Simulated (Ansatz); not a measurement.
# Ge: energy landscapes

This session takes Ge and sets out to map the energy as atom 1 (Ge) is pushed off its site and look for other minima along an axial (c/a) path.

Program: Ansatz 0.2.0. Level of theory: DFT r2SCAN, scalar-relativistic, plane waves, PAW. These are calculated values, not measurements.

1 further run of the same task is left out (set aside as unsound or not needed). Runs told in other sessions of the task aren't counted.

### Step 1. Starting point

The structure is hexagonal, space group P6_3/mmc (No. 194). The conventional cell has a = 3.996 Å, b = 3.996 Å, c = 6.603 Å, α = 90.00°, β = 90.00°, γ = 120.00°. Around Ge (site symmetry 3m) lie 4 Ge at 2.45 to 2.47 Å.

Structure file:

```
Ge
1.0
     3.99565    0.00000    0.00000
    -1.99782    3.46033    0.00000
     0.00000    0.00000    6.60271
Ge
4
Direct
  0.66667 0.33333 0.06298
  0.33333 0.66667 0.56298
  0.66667 0.33333 0.43702
  0.33333 0.66667 0.93702
```

It goes back to an entry of the Materials Project, which need not be the stable form.

It is the result of an earlier relaxation at this level (volume 22.82 Å³/atom; gap on the mesh: 0.10 eV).

### Step 2. The reference cell

The reference gives a free energy of -17211.5570 eV, pressure -0.01 GPa, largest force 0.001 eV/Å and gap on the mesh 0.10 eV. It was computed beforehand with the settings of the runs below.

### Step 3. Setting up a one-atom displacement scan

Atom 1 (Ge) is moved by x along the Cartesian unit vector (0.000, 0.000, 1.000); the cell and all other atoms stay fixed. Forces below are components along that vector, summed over the moved atoms. In a periodic cell its images move with it.

### Step 4. x = -0.600 Å

The input, input.yaml:

```yaml
crystal:
  lattice:
    - [3.9956487021, 0.0, 0.0]
    - [-1.9978243511, 3.4603332806, 0.0]
    - [0.0, 0.0, 6.602710985]
  atoms:
    - { symbol: Ge, position: [0.6666666667, 0.3333333333, -0.0278903305] }
    - { symbol: Ge, position: [0.3333333333, 0.6666666667, 0.5629814343] }
    - { symbol: Ge, position: [0.6666666667, 0.3333333333, 0.4370185657] }
    - { symbol: Ge, position: [0.3333333333, 0.6666666667, 0.9370185657] }
basis:
  ecutwfc: 500
kpoints:
  mp_grid: { grid: [12, 12, 6] }
hamiltonian:
  xc: r2scan
scf:
  occupations: { method: gaussian, width: 0.03 }
output:
  forces: true
  stress: true
  eigenvalues: true
```

Launch:

```console
$ ansatz run input.yaml --threads 1 --pin off --max-ram 2560MiB --backend cpu --events-out ev --progress --plain --runs-dir out
```

Standard output, shortened:

```text
Warning: RAYON_NUM_THREADS=1 ignored (pool sized by the plan → 1); use --threads N
[...]
Pseudopotentials: kind: paw
Pseudopotential: Ge, paw, valence charge 14, recommended cutoff 500 eV (meta_gga), Ge.paw.azcp
Functional definition: r2SCAN
[...]
Crystal: 4 atoms, lattice volume = 91.291 Å³
Basis set: ecut = 500 eV, 2311 PW (Γ), exchange–correlation on 120×120×200 points (64 copies of the dense FFT grid, shifted against one another)
Bands: 34, of which v1, the nominal top of the filled ones, is band 28 counted from 1 (27 counted from 0)
Symmetry: 6 space group operations
Space group: P3m1 (ITA 156), of the structure as read, at distance tolerance 4.5e-5 Å
k-points: 100 of 864 (time reversal used)
[...]
SCF iter   1: F=—  HF=-17210.228287 eV  |F-HF|=—  |Δ(HF+E_count)|=         —  Δρ=7.40e-3  dr2=3.14e-2  dr2_τ=9.59e-3  ethr=1.77e-3  ⟨swp⟩=6.4  Hψ=13407  notcnv=0  defer=1
[...]
SCF iter   8: F=-17210.245838 eV  HF=-17210.245838 eV  |F-HF|=3.76e-9  |Δ(HF+E_count)|=   1.33e-7  Δρ=3.25e-6  dr2=9.23e-9  dr2_τ=1.84e-10  ethr=1.79e-10  ⟨swp⟩=8.6  Hψ=12865  notcnv=0
[...]
SCF converged after 8 iterations
Free energy (F): -17210.245838 eV
[...]
E sigma→0 (E₀):  -17210.245780 eV
Entropy (-TS):   -0.000117 eV (-0.029 meV/atom)
Fermi energy:    8.288686 eV
[...]
--- Forces (eV/Å), atoms counted from 1 ---
  atom   1  Ge     0.00000000    -0.00000000     2.84123554
  atom   2  Ge    -0.00000000     0.00000000    -0.87101250
  atom   3  Ge     0.00000000    -0.00000000    -1.16008253
  atom   4  Ge    -0.00000000     0.00000000    -0.81011775
[...]
--- Stress (GPa, compression-positive) ---
        6.103237      -0.000000      -0.000000
        0.000000       6.103237       0.000000
       -0.000000       0.000000      -0.783137
  P = ⅓ Tr σ = 3.8078 GPa (38.078 kbar)
--- Band table (eV; the first three rows and the last of 100) ---
[...]
```

Wall time 75 s (1 thread of Arm Neoverse V1, shared host); peak memory 0.63 GiB.

### Step 5. Point x = 0.450 Å

input.yaml, as its differences from that of step 4:

```diff
@@ -6,3 +6,3 @@
   atoms:
-    - { symbol: Ge, position: [0.6666666667, 0.3333333333, -0.0278903305] }
+    - { symbol: Ge, position: [0.6666666667, 0.3333333333, 0.1311352579] }
     - { symbol: Ge, position: [0.3333333333, 0.6666666667, 0.5629814343] }
```

Launch:

```console
$ ansatz run input.yaml --threads 1 --pin off --max-ram 2560MiB --backend cpu --events-out ev --progress --plain --runs-dir out
```

Standard output, shortened:

```text
Warning: RAYON_NUM_THREADS=1 ignored (pool sized by the plan → 1); use --threads N
[...]
Pseudopotentials: kind: paw
Pseudopotential: Ge, paw, valence charge 14, recommended cutoff 500 eV (meta_gga), Ge.paw.azcp
Functional definition: r2SCAN
[...]
Crystal: 4 atoms, lattice volume = 91.291 Å³
Basis set: ecut = 500 eV, 2311 PW (Γ), exchange–correlation on 120×120×200 points (64 copies of the dense FFT grid, shifted against one another)
Bands: 34, of which v1, the nominal top of the filled ones, is band 28 counted from 1 (27 counted from 0)
Symmetry: 6 space group operations
Space group: P3m1 (ITA 156), of the structure as read, at distance tolerance 4.5e-5 Å
k-points: 100 of 864 (time reversal used)
[...]
SCF iter   1: F=—  HF=-17209.670281 eV  |F-HF|=—  |Δ(HF+E_count)|=         —  Δρ=6.23e-3  dr2=2.26e-2  dr2_τ=1.23e-2  ethr=1.77e-3  ⟨swp⟩=6.3  Hψ=13060  notcnv=0  defer=3
[...]
SCF iter   7: F=-17209.687369 eV  HF=-17209.687369 eV  |F-HF|=4.29e-9  |Δ(HF+E_count)|=   2.14e-7  Δρ=4.84e-6  dr2=2.32e-8  dr2_τ=5.03e-10  ethr=1.79e-10  ⟨swp⟩=7.5  Hψ=12834  notcnv=0
[...]
SCF converged after 7 iterations
Free energy (F): -17209.687369 eV
[...]
E sigma→0 (E₀):  -17209.687152 eV
Entropy (-TS):   -0.000435 eV (-0.109 meV/atom)
Fermi energy:    8.527291 eV
[...]
--- Forces (eV/Å), atoms counted from 1 ---
  atom   1  Ge    -0.00000000     0.00000000    -9.97874493
  atom   2  Ge    -0.00000000     0.00000000     0.63235767
  atom   3  Ge     0.00000000    -0.00000000     7.13811159
  atom   4  Ge    -0.00000000    -0.00000000     2.20829851
[...]
--- Stress (GPa, compression-positive) ---
       -2.369758       0.000000       0.000000
        0.000000      -2.369758      -0.000000
        0.000000      -0.000000      21.756351
  P = ⅓ Tr σ = 5.6723 GPa (56.723 kbar)
--- Band table (eV; the first three rows and the last of 100) ---
[...]
```

Run time: 66 s. Hardware: 1 thread of Arm Neoverse V1, shared host; peak memory 0.63 GiB.

### Step 6. Point x = -0.300 Å

input.yaml, as its differences from that of step 5:

```diff
@@ -6,3 +6,3 @@
   atoms:
-    - { symbol: Ge, position: [0.6666666667, 0.3333333333, 0.1311352579] }
+    - { symbol: Ge, position: [0.6666666667, 0.3333333333, 0.0175455519] }
     - { symbol: Ge, position: [0.3333333333, 0.6666666667, 0.5629814343] }
```

Launch:

```console
$ ansatz run input.yaml --threads 1 --pin off --max-ram 2560MiB --backend cpu --events-out ev --progress --plain --runs-dir out
```

Standard output, shortened:

```text
Warning: RAYON_NUM_THREADS=1 ignored (pool sized by the plan → 1); use --threads N
[...]
Pseudopotentials: kind: paw
Pseudopotential: Ge, paw, valence charge 14, recommended cutoff 500 eV (meta_gga), Ge.paw.azcp
Functional definition: r2SCAN
[...]
Crystal: 4 atoms, lattice volume = 91.291 Å³
Basis set: ecut = 500 eV, 2311 PW (Γ), exchange–correlation on 120×120×200 points (64 copies of the dense FFT grid, shifted against one another)
Bands: 34, of which v1, the nominal top of the filled ones, is band 28 counted from 1 (27 counted from 0)
Symmetry: 6 space group operations
Space group: P3m1 (ITA 156), of the structure as read, at distance tolerance 4.5e-5 Å
k-points: 100 of 864 (time reversal used)
[...]
SCF iter   1: F=—  HF=-17211.092841 eV  |F-HF|=—  |Δ(HF+E_count)|=         —  Δρ=6.64e-3  dr2=1.59e-2  dr2_τ=9.30e-3  ethr=1.77e-3  ⟨swp⟩=6.4  Hψ=13287  notcnv=0  defer=1
[...]
SCF iter   7: F=-17211.110704 eV  HF=-17211.110704 eV  |F-HF|=4.25e-9  |Δ(HF+E_count)|=   1.29e-7  Δρ=3.43e-6  dr2=1.87e-8  dr2_τ=2.77e-10  ethr=1.79e-10  ⟨swp⟩=6.4  Hψ=13065  notcnv=0
[...]
SCF converged after 7 iterations
Free energy (F): -17211.110704 eV
[...]
E sigma→0 (E₀):  -17211.110660 eV
Entropy (-TS):   -0.000087 eV (-0.022 meV/atom)
Fermi energy:    8.547038 eV
[...]
--- Forces (eV/Å), atoms counted from 1 ---
  atom   1  Ge     0.00000000    -0.00000000     2.57557408
  atom   2  Ge    -0.00000000     0.00000000    -0.42760954
  atom   3  Ge     0.00000000    -0.00000000    -1.04929533
  atom   4  Ge    -0.00000000     0.00000000    -1.09867929
[...]
--- Stress (GPa, compression-positive) ---
        2.953652       0.000000      -0.000000
        0.000000       2.953652       0.000000
       -0.000000       0.000000      -1.935750
  P = ⅓ Tr σ = 1.3239 GPa (13.239 kbar)
--- Band table (eV; the first three rows and the last of 100) ---
[...]
```

It took 64 s on 1 thread of Arm Neoverse V1, shared host; peak memory 0.62 GiB.

### Step 7. All points together

The scan, with free energies counted from the undisturbed cell:

```tsv
x (Å)	ΔE (meV/cell)	force on the moved atoms (eV/Å)	pressure (GPa)	gap on the mesh (eV)
-0.600	1311.2	2.841	3.8	0.00
-0.300	446.3	2.576	1.3	0.00
0.000	0.0	-0.001	0.0	0.10
0.450	1869.6	-9.979	5.7	0.00
```

### Step 8. Next: an axial (c/a) deformation path

At fixed volume and fractional coordinates, lengths along (0.000, 0.000, 1.000) are scaled against those across it; ρ is that ratio over its starting value.

### Step 9. At ρ = 0.850

input.yaml, as its differences from that of step 6:

```diff
@@ -2,7 +2,7 @@
   lattice:
-    - [3.9956487021, 0.0, 0.0]
-    - [-1.9978243511, 3.4603332806, 0.0]
-    - [0.0, 0.0, 6.602710985]
+    - [4.2180752455, 0.0, 0.0]
+    - [-2.1090376228, 3.6529603176, 0.0]
+    - [0.0, 0.0, 5.9247255602]
   atoms:
-    - { symbol: Ge, position: [0.6666666667, 0.3333333333, 0.0175455519] }
+    - { symbol: Ge, position: [0.6666666667, 0.3333333333, 0.0629814343] }
     - { symbol: Ge, position: [0.3333333333, 0.6666666667, 0.5629814343] }
```

Launch:

```console
$ ansatz run input.yaml --threads 1 --pin off --max-ram 2560MiB --backend cpu --events-out ev --progress --plain --runs-dir out
```

Standard output, shortened:

```text
Warning: RAYON_NUM_THREADS=1 ignored (pool sized by the plan → 1); use --threads N
[...]
Pseudopotentials: kind: paw
Pseudopotential: Ge, paw, valence charge 14, recommended cutoff 500 eV (meta_gga), Ge.paw.azcp
Functional definition: r2SCAN
[...]
Crystal: 4 atoms, lattice volume = 91.291 Å³
Basis set: ecut = 500 eV, 2307 PW (Γ), exchange–correlation on 128×128×180 points (64 copies of the dense FFT grid, shifted against one another)
Bands: 34, of which v1, the nominal top of the filled ones, is band 28 counted from 1 (27 counted from 0)
Symmetry: 24 space group operations
Space group: P63/mmc (ITA 194), of the structure as read, at distance tolerance 4.5e-5 Å
k-points: 76 of 864
[...]
SCF iter   1: F=—  HF=-17210.451167 eV  |F-HF|=—  |Δ(HF+E_count)|=         —  Δρ=6.97e-3  dr2=1.98e-2  dr2_τ=1.08e-2  ethr=1.77e-3  ⟨swp⟩=6.4  Hψ=9958  notcnv=0  defer=1
[...]
SCF iter   7: F=-17210.475353 eV  HF=-17210.475353 eV  |F-HF|=1.78e-10  |Δ(HF+E_count)|=   4.19e-8  Δρ=8.59e-7  dr2=5.46e-10  dr2_τ=1.30e-11  ethr=1.79e-10  ⟨swp⟩=8.0  Hψ=10939  notcnv=0
[...]
SCF converged after 7 iterations
Free energy (F): -17210.475353 eV
[...]
E sigma→0 (E₀):  -17210.475313 eV
Entropy (-TS):   -0.000081 eV (-0.020 meV/atom)
Fermi energy:    8.180871 eV
[...]
--- Forces (eV/Å), atoms counted from 1 ---
  atom   1  Ge     0.00000000    -0.00000000    -2.53000553
  atom   2  Ge     0.00000000    -0.00000000    -2.53000553
  atom   3  Ge     0.00000000     0.00000000     2.53000553
  atom   4  Ge    -0.00000000     0.00000000     2.53000553
[...]
--- Stress (GPa, compression-positive) ---
       -8.322536      -0.000000       0.000000
       -0.000000      -8.322536       0.000000
        0.000000       0.000000      29.119426
  P = ⅓ Tr σ = 4.1581 GPa (41.581 kbar)
--- Band table (eV; the first three rows and the last of 76) ---
[...]
```

It took 30 s on 1 thread of Arm Neoverse V1, shared host; peak memory 0.66 GiB.

### Step 10. At ρ = 1.200

input.yaml, as its differences from that of step 9:

```diff
@@ -2,5 +2,5 @@
   lattice:
-    - [4.2180752455, 0.0, 0.0]
-    - [-2.1090376228, 3.6529603176, 0.0]
-    - [0.0, 0.0, 5.9247255602]
+    - [3.7600493874, 0.0, 0.0]
+    - [-1.8800246937, 3.256298289, 0.0]
+    - [0.0, 0.0, 7.4560667102]
   atoms:
```

Launch:

```console
$ ansatz run input.yaml --threads 1 --pin off --max-ram 2560MiB --backend cpu --events-out ev --progress --plain --runs-dir out
```

Standard output, shortened:

```text
Warning: RAYON_NUM_THREADS=1 ignored (pool sized by the plan → 1); use --threads N
[...]
Pseudopotentials: kind: paw
Pseudopotential: Ge, paw, valence charge 14, recommended cutoff 500 eV (meta_gga), Ge.paw.azcp
Functional definition: r2SCAN
[...]
Crystal: 4 atoms, lattice volume = 91.291 Å³
Basis set: ecut = 500 eV, 2319 PW (Γ), exchange–correlation on 120×120×240 points (64 copies of the dense FFT grid, shifted against one another)
Bands: 34, of which v1, the nominal top of the filled ones, is band 28 counted from 1 (27 counted from 0)
Symmetry: 24 space group operations
Space group: P63/mmc (ITA 194), of the structure as read, at distance tolerance 4.5e-5 Å
k-points: 76 of 864
[...]
SCF iter   1: F=—  HF=-17210.566796 eV  |F-HF|=—  |Δ(HF+E_count)|=         —  Δρ=7.41e-3  dr2=2.59e-2  dr2_τ=1.06e-2  ethr=1.77e-3  ⟨swp⟩=6.3  Hψ=9981  notcnv=0  defer=2
[...]
SCF iter   6: F=-17210.584384 eV  HF=-17210.584384 eV  |F-HF|=4.08e-9  |Δ(HF+E_count)|=   8.21e-8  Δρ=2.53e-6  dr2=2.72e-9  dr2_τ=1.00e-10  ethr=1.79e-10  ⟨swp⟩=8.2  Hψ=10852  notcnv=0
[...]
SCF converged after 6 iterations
Free energy (F): -17210.584384 eV
[...]
E sigma→0 (E₀):  -17210.584227 eV
Entropy (-TS):   -0.000314 eV (-0.079 meV/atom)
Fermi energy:    8.129581 eV
[...]
--- Forces (eV/Å), atoms counted from 1 ---
  atom   1  Ge    -0.00000000    -0.00000000     0.80512104
  atom   2  Ge    -0.00000000     0.00000000     0.80512104
  atom   3  Ge    -0.00000000    -0.00000000    -0.80512104
  atom   4  Ge    -0.00000000     0.00000000    -0.80512104
[...]
--- Stress (GPa, compression-positive) ---
       11.704291       0.000000       0.000000
       -0.000000      11.704291       0.000000
        0.000000       0.000000     -12.109492
  P = ⅓ Tr σ = 3.7664 GPa (37.664 kbar)
--- Band table (eV; the first three rows and the last of 76) ---
[...]
```

Wall time 26 s (1 thread of Arm Neoverse V1, shared host); peak memory 0.7 GiB.

### Step 11. ρ = 0.920

input.yaml, as its differences from that of step 10:

```diff
@@ -2,5 +2,5 @@
   lattice:
-    - [3.7600493874, 0.0, 0.0]
-    - [-1.8800246937, 3.256298289, 0.0]
-    - [0.0, 0.0, 7.4560667102]
+    - [4.1082609571, 0.0, 0.0]
+    - [-2.0541304786, 3.5578583542, 0.0]
+    - [0.0, 0.0, 6.2456959636]
   atoms:
```

Launch:

```console
$ ansatz run input.yaml --threads 1 --pin off --max-ram 2560MiB --backend cpu --events-out ev --progress --plain --runs-dir out
```

Standard output, shortened:

```text
Warning: RAYON_NUM_THREADS=1 ignored (pool sized by the plan → 1); use --threads N
[...]
Pseudopotentials: kind: paw
Pseudopotential: Ge, paw, valence charge 14, recommended cutoff 500 eV (meta_gga), Ge.paw.azcp
Functional definition: r2SCAN
[...]
Crystal: 4 atoms, lattice volume = 91.291 Å³
Basis set: ecut = 500 eV, 2321 PW (Γ), exchange–correlation on 120×120×192 points (64 copies of the dense FFT grid, shifted against one another)
Bands: 34, of which v1, the nominal top of the filled ones, is band 28 counted from 1 (27 counted from 0)
Symmetry: 24 space group operations
Space group: P63/mmc (ITA 194), of the structure as read, at distance tolerance 4.5e-5 Å
k-points: 76 of 864
[...]
SCF iter   1: F=—  HF=-17211.270358 eV  |F-HF|=—  |Δ(HF+E_count)|=         —  Δρ=6.61e-3  dr2=1.41e-2  dr2_τ=9.28e-3  ethr=1.77e-3  ⟨swp⟩=6.4  Hψ=9871  notcnv=0  defer=4
[...]
SCF iter   6: F=-17211.290883 eV  HF=-17211.290883 eV  |F-HF|=1.60e-9  |Δ(HF+E_count)|=   1.39e-7  Δρ=3.66e-6  dr2=1.22e-8  dr2_τ=1.38e-10  ethr=1.79e-10  ⟨swp⟩=7.2  Hψ=10801  notcnv=0
[...]
SCF converged after 6 iterations
Free energy (F): -17211.290883 eV
[...]
E sigma→0 (E₀):  -17211.290824 eV
Entropy (-TS):   -0.000118 eV (-0.029 meV/atom)
Fermi energy:    8.362375 eV
[...]
--- Forces (eV/Å), atoms counted from 1 ---
  atom   1  Ge     0.00000000     0.00000000    -0.99918913
  atom   2  Ge    -0.00000000    -0.00000000    -0.99918913
  atom   3  Ge     0.00000000     0.00000000     0.99918913
  atom   4  Ge    -0.00000000    -0.00000000     0.99918913
[...]
--- Stress (GPa, compression-positive) ---
       -4.802815       0.000000       0.000000
        0.000000      -4.802815       0.000000
        0.000000       0.000000      12.725292
  P = ⅓ Tr σ = 1.0399 GPa (10.399 kbar)
--- Band table (eV; the first three rows and the last of 76) ---
[...]
```

Wall time 27 s (1 thread of Arm Neoverse V1, shared host); peak memory 0.65 GiB.

### Step 12. At ρ = 1.100

input.yaml, as its differences from that of step 11:

```diff
@@ -2,5 +2,5 @@
   lattice:
-    - [4.1082609571, 0.0, 0.0]
-    - [-2.0541304786, 3.5578583542, 0.0]
-    - [0.0, 0.0, 6.2456959636]
+    - [3.8707019948, 0.0, 0.0]
+    - [-1.9353509974, 3.352126258, 0.0]
+    - [0.0, 0.0, 7.0358635943]
   atoms:
```

Launch:

```console
$ ansatz run input.yaml --threads 1 --pin off --max-ram 2560MiB --backend cpu --events-out ev --progress --plain --runs-dir out
```

Standard output, shortened:

```text
[...]
SCF converged after 7 iterations
Free energy (F): -17211.259966 eV
[...]
E sigma→0 (E₀):  -17211.259947 eV
Entropy (-TS):   -0.000039 eV (-0.010 meV/atom)
Fermi energy:    8.491916 eV
[...]
--- Forces (eV/Å), atoms counted from 1 ---
  atom   1  Ge    -0.00000000     0.00000000     0.58024865
  atom   2  Ge    -0.00000000    -0.00000000     0.58024865
  atom   3  Ge    -0.00000000     0.00000000    -0.58024865
  atom   4  Ge     0.00000000    -0.00000000    -0.58024865
[...]
--- Stress (GPa, compression-positive) ---
        6.378044       0.000000       0.000000
        0.000000       6.378044       0.000000
        0.000000       0.000000      -9.309616
  P = ⅓ Tr σ = 1.1488 GPa (11.488 kbar)
--- Band table (eV; the first three rows and the last of 76) ---
[...]
```

It took 29 s on 1 thread of Arm Neoverse V1, shared host; peak memory 0.68 GiB.

### Step 13. ρ = 0.960

input.yaml, as its differences from that of step 12:

```diff
@@ -2,5 +2,5 @@
   lattice:
-    - [3.8707019948, 0.0, 0.0]
-    - [-1.9353509974, 3.352126258, 0.0]
-    - [0.0, 0.0, 7.0358635943]
+    - [4.0503904182, 0.0, 0.0]
+    - [-2.0251952091, 3.5077409974, 0.0]
+    - [0.0, 0.0, 6.4254435087]
   atoms:
```

Launch:

```console
$ ansatz run input.yaml --threads 1 --pin off --max-ram 2560MiB --backend cpu --events-out ev --progress --plain --runs-dir out
```

Standard output, shortened:

```text
[...]
SCF converged after 6 iterations
Free energy (F): -17211.496044 eV
[...]
E sigma→0 (E₀):  -17211.496007 eV
Entropy (-TS):   -0.000074 eV (-0.018 meV/atom)
Fermi energy:    8.330104 eV
[...]
--- Forces (eV/Å), atoms counted from 1 ---
  atom   1  Ge     0.00000000     0.00000000    -0.42137690
  atom   2  Ge    -0.00000000    -0.00000000    -0.42137690
  atom   3  Ge     0.00000000     0.00000000     0.42137690
  atom   4  Ge    -0.00000000    -0.00000000     0.42137690
[...]
--- Stress (GPa, compression-positive) ---
       -2.416111       0.000000       0.000000
       -0.000000      -2.416111       0.000000
        0.000000       0.000000       5.600991
  P = ⅓ Tr σ = 0.2563 GPa (2.563 kbar)
--- Band table (eV; the first three rows and the last of 76) ---
[...]
```

It took 26 s on 1 thread of Arm Neoverse V1, shared host; peak memory 0.65 GiB.

### Step 14. At ρ = 1.050

input.yaml, as its differences from that of step 13:

```diff
@@ -2,5 +2,5 @@
   lattice:
-    - [4.0503904182, 0.0, 0.0]
-    - [-2.0251952091, 3.5077409974, 0.0]
-    - [0.0, 0.0, 6.4254435087]
+    - [3.9311914838, 0.0, 0.0]
+    - [-1.9655957419, 3.4045116921, 0.0]
+    - [0.0, 0.0, 6.8210068717]
   atoms:
```

Launch:

```console
$ ansatz run input.yaml --threads 1 --pin off --max-ram 2560MiB --backend cpu --events-out ev --progress --plain --runs-dir out
```

Standard output, shortened:

```text
[...]
SCF converged after 6 iterations
Free energy (F): -17211.475554 eV
[...]
E sigma→0 (E₀):  -17211.475532 eV
Entropy (-TS):   -0.000044 eV (-0.011 meV/atom)
Fermi energy:    8.458448 eV
[...]
--- Forces (eV/Å), atoms counted from 1 ---
  atom   1  Ge    -0.00000000     0.00000000     0.35906768
  atom   2  Ge    -0.00000000    -0.00000000     0.35906768
  atom   3  Ge    -0.00000000     0.00000000    -0.35906768
  atom   4  Ge     0.00000000    -0.00000000    -0.35906768
[...]
--- Stress (GPa, compression-positive) ---
        3.183533       0.000000       0.000000
       -0.000000       3.183533       0.000000
        0.000000       0.000000      -5.371533
  P = ⅓ Tr σ = 0.3318 GPa (3.318 kbar)
--- Band table (eV; the first three rows and the last of 76) ---
[...]
```

Wall time 25 s (1 thread of Arm Neoverse V1, shared host); peak memory 0.66 GiB.

### Step 15. Results of the scan

Collected from the runs (energy zero: the undisturbed cell):

```tsv
ρ	ΔE (meV/atom)	pressure (GPa)	gap on the mesh (eV)	space group
0.850	270.4	4.2	0.00	P6_3/mmc
0.920	66.5	1.0	0.00	P6_3/mmc
0.960	15.2	0.3	0.00	P6_3/mmc
1.000	0.0	0.0	0.10	P6_3/mmc
1.050	20.4	0.3	0.00	P6_3/mmc
1.100	74.3	1.1	0.00	P6_3/mmc
1.200	243.2	3.8	0.00	P6_3/mmc
```

### Step 16. Summary of results

| quantity | value |
| --- | --- |
| force constant along x, from the points at -0.300, 0 and 0.450 Å (one-atom displacement scan) | 14.02 eV/Å² |
| highest point (axial (c/a) deformation path) | 270.4 meV/atom at ρ = 0.850 |

In words: One-atom displacement scan: the restoring force grows by 14.02 eV/Å per Å near the site; for the mass of Ge against a rigid frame that is a vibration of about 229 cm⁻¹. The step of 0.45 Å is wide, so anharmonic terms mix in. No sampled point lies below the undisturbed cell. Axial (c/a) deformation path: the undisturbed cell stays the lowest of the sampled points. No sampled point inside the path is a dip, apart from those named.
